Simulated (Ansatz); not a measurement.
**Ca started on an O site in rocksalt CaO, 64 atoms, charge 0**

Theory: Ansatz 0.2.0, DFT, PBEsol, PAW, plane waves.

Command:

```sh
ansatz run in.yaml --threads 8 --pin off --max-ram 118750MiB --runs-dir r --events-out ev --progress --plain --backend cuda --devices 0, --max-vram 170GiB
```

The input less its lattice and atoms (starting moments on atoms near the defect: 2 μB in all):

```yaml
crystal:
  symmetry: { detect: false }
kpoints:
  mp_grid: { grid: [1, 1, 1], shift: [0.25, 0.25, 0.25] }
hamiltonian:
  xc: pbesol
magnetization:
  spin_polarized: true
scf:
  occupations: { method: fermi_dirac, width: 0.01 }
relax:
  f_tol: 0.03
  max_steps: 80
  escape_saddle: false
  adjacent_minimum: "off"
output:
  forces: true
  eigenvalues: true
  populations: true
```

Start:

```
O Ca
1.0
     9.53520    0.00000    0.00000
     0.00000    9.53520    0.00000
     0.00000    0.00000    9.53520
O Ca
31 33
Direct
  0.24907 0.99976 0.00349
  0.24598 0.00176 0.50105
  0.25059 0.49809 0.00065
  0.74852 0.00258 0.00193
  0.75143 0.00243 0.50264
  0.75234 0.49907 0.99482
  0.74872 0.50424 0.49932
  0.99982 0.25090 0.00090
  0.99758 0.25331 0.50219
  0.99683 0.75090 0.99404
  0.99986 0.74808 0.49603
  0.49945 0.24615 0.00078
  0.49927 0.24920 0.50337
  0.50212 0.74683 0.00050
  0.49846 0.74901 0.49615
  0.00306 0.00077 0.25226
  0.99798 0.00199 0.74988
  0.00115 0.50404 0.25251
  0.00070 0.49916 0.74890
  0.50052 0.99972 0.24884
  0.50020 0.00025 0.75157
  0.49966 0.50162 0.24659
  0.49935 0.49742 0.75507
  0.24884 0.24830 0.24967
  0.25008 0.24979 0.74620
  0.25619 0.74872 0.25296
  0.25033 0.74966 0.74940
  0.74708 0.25121 0.24532
  0.75062 0.24745 0.74775
  0.75017 0.74947 0.24960
  0.75022 0.74831 0.75061
  0.24816 0.49756 0.50340
  0.99495 0.00151 0.00272
  0.00219 0.99772 0.49725
  0.99950 0.49948 0.99758
  0.99804 0.50345 0.50183
  0.49889 0.99544 0.99836
  0.50049 0.99720 0.49982
  0.49801 0.50032 0.99671
  0.50151 0.49762 0.49868
  0.24872 0.24676 0.99923
  0.25378 0.25147 0.50187
  0.25248 0.75018 0.99725
  0.24633 0.75224 0.49969
  0.75002 0.24893 0.99818
  0.74436 0.25340 0.49641
  0.75121 0.75124 0.00050
  0.74475 0.75356 0.49846
  0.25075 0.99817 0.25255
  0.25147 0.00100 0.75142
  0.24884 0.50286 0.25062
  0.25117 0.49764 0.74918
  0.74886 0.99989 0.24912
  0.75526 0.00170 0.74799
  0.74885 0.50172 0.25103
  0.74944 0.49715 0.74707
  0.99989 0.25011 0.25014
  0.99921 0.25011 0.74839
  0.99751 0.74664 0.25254
  0.99979 0.75074 0.75095
  0.49834 0.24862 0.24535
  0.50025 0.24784 0.75066
  0.50083 0.75139 0.25057
  0.50501 0.75074 0.74783
```

Steps:

```csv
step,energy less the first (eV),largest force component (eV/Å)
start,0.000,2.296
1,-0.753,0.908
2,-1.502,0.155
3,-1.514,0.103
4,-1.515,0.046
5,-1.515,0.004
```

A structure on the way, about -0.75 eV from the start:

```xyz
64
Lattice="9.5352 0.0000 0.0000 0.0000 9.5352 0.0000 0.0000 0.0000 9.5352" Properties=species:S:1:pos:R:3 pbc="T T T"
O     2.4296    0.0153    9.4863
O     2.3545    9.5197    4.7228
O     2.3829    4.7892    9.5131
O     7.2091    9.5276    0.0077
O     7.1194    9.4612    4.7582
O     7.1688    4.7524    0.0101
O     7.1359    4.7112    4.7804
O     0.0017    2.3630    9.5279
O     0.0343    2.4280    4.7474
O     9.4982    7.1354    0.0020
O     0.0296    7.1775    4.7746
O     4.7598    2.4146    9.5230
O     4.8190    2.3892    4.7528
O     4.7384    7.1986    9.5341
O     4.8103    7.1717    4.7735
O     9.5199    9.5303    2.3816
O     9.4826    9.5252    7.1416
O     9.5277    4.7692    2.3611
O     0.0065    4.7543    7.1245
O     4.7622    9.5206    2.3999
O     4.7144    0.0072    7.1531
O     4.7770    4.7532    2.4082
O     4.7835    4.7913    7.1948
O     2.4023    2.3913    2.3924
O     2.3614    2.3580    7.1600
O     2.3963    7.1682    2.3772
O     2.3496    7.1533    7.1464
O     7.1646    2.3757    2.4279
O     7.1362    2.4045    7.1876
O     7.1567    7.1423    2.3786
O     7.0998    7.1778    7.1322
Ca    2.3671    4.7326    4.7709
Ca    0.0470    9.5138    9.5311
Ca    9.5261    0.0406    4.7456
Ca    9.5314    4.7446    9.4998
Ca    9.3922    4.8044    4.7455
Ca    4.8143    0.0465    9.5321
Ca    4.7401    0.0202    4.7750
Ca    4.7614    4.8181    0.0112
Ca    4.8895    4.7566    4.7927
Ca    2.3816    2.4023    0.0228
Ca    2.4416    2.2459    4.7970
Ca    2.3535    7.1645    9.5144
Ca    2.3929    7.2722    4.7496
Ca    7.1424    2.3816    0.0498
Ca    7.1943    2.3121    4.8067
Ca    7.1319    7.1200    9.5152
Ca    7.1798    7.0837    4.7585
Ca    2.3612    0.0171    2.3322
Ca    2.3360    9.5288    7.0990
Ca    2.3741    4.7995    2.2325
Ca    2.4065    4.7372    7.2504
Ca    7.1292    0.0013    2.3676
Ca    7.1369    0.0439    7.1217
Ca    7.1400    4.7558    2.3893
Ca    7.1582    4.7902    7.1850
Ca    0.0392    2.3821    2.3810
Ca    9.5186    2.3727    7.1026
Ca    0.0023    7.1113    2.4189
Ca    9.4969    7.1351    7.1936
Ca    4.7731    2.3766    2.3313
Ca    4.7463    2.4024    7.1351
Ca    4.7432    7.1228    2.3899
Ca    4.7390    7.1613    7.1611
```

End:

```
O Ca
1.0
     9.53520    0.00000    0.00000
     0.00000    9.53520    0.00000
     0.00000    0.00000    9.53520
O Ca
31 33
Direct
  0.24982 0.99997 0.99972
  0.24997 0.99973 0.49969
  0.24997 0.49999 0.99960
  0.74987 0.99996 0.99968
  0.74995 0.00000 0.49967
  0.74995 0.49994 0.99968
  0.74918 0.50003 0.49967
  0.99983 0.25008 0.99983
  0.99622 0.24646 0.49977
  0.00004 0.74957 0.00012
  0.99766 0.75189 0.50017
  0.49957 0.25022 0.99921
  0.50204 0.24757 0.49911
  0.49984 0.74987 0.99952
  0.50388 0.75405 0.49953
  0.00011 0.99963 0.24999
  0.99977 0.99993 0.74967
  0.99810 0.49945 0.24805
  0.99641 0.49989 0.75294
  0.49985 0.99994 0.24959
  0.49955 0.00026 0.74942
  0.50345 0.49990 0.24589
  0.50184 0.50035 0.75179
  0.24984 0.24622 0.24596
  0.24917 0.24772 0.75184
  0.25024 0.75209 0.24741
  0.24962 0.75382 0.75362
  0.74999 0.25006 0.24968
  0.74938 0.25026 0.74940
  0.75029 0.74961 0.24988
  0.74969 0.74983 0.74968
  0.24764 0.49910 0.49954
  0.99877 0.99983 0.99979
  0.99560 0.99975 0.49982
  0.99553 0.49984 0.99994
  0.97611 0.49974 0.50029
  0.50091 0.00003 0.99954
  0.50414 0.99998 0.49952
  0.50421 0.50004 0.99935
  0.52152 0.50028 0.49906
  0.24974 0.24555 0.99956
  0.24975 0.22718 0.49940
  0.24994 0.75435 0.99975
  0.25029 0.77195 0.49996
  0.74970 0.24879 0.99955
  0.74950 0.24555 0.49956
  0.74992 0.75109 0.99977
  0.74971 0.75437 0.49977
  0.24999 0.99974 0.24540
  0.24969 0.99997 0.75396
  0.25065 0.49973 0.22685
  0.24943 0.50029 0.77225
  0.74993 0.99984 0.24859
  0.74970 0.00004 0.75074
  0.74990 0.49985 0.24531
  0.74931 0.50004 0.75402
  0.00111 0.25067 0.25095
  0.00060 0.25104 0.74857
  0.00145 0.74852 0.25129
  0.00093 0.74881 0.74887
  0.49870 0.25108 0.25045
  0.49815 0.25135 0.74802
  0.49900 0.74877 0.25081
  0.49849 0.74916 0.74832
```

The calculation finished and met its thresholds.

Time: 6.1 s of wall time on one NVIDIA GB200 with 8 processor threads, on a host shared with other runs; peak host memory 1.9 GiB.

(1) How much energy did the relaxation gain, and which atom moved most?

The moment started at 2 μB and ended at 2.0 μB; no other spin state is shown. The one k point has no symmetry partners, which can distort the end along one axis.

Answers

(1) 1.52 eV in 5 steps, from a start with small random displacements; atom 42 (Ca) moved 0.24 Å, the median atom 0.05 Å (drift of the whole cell removed).
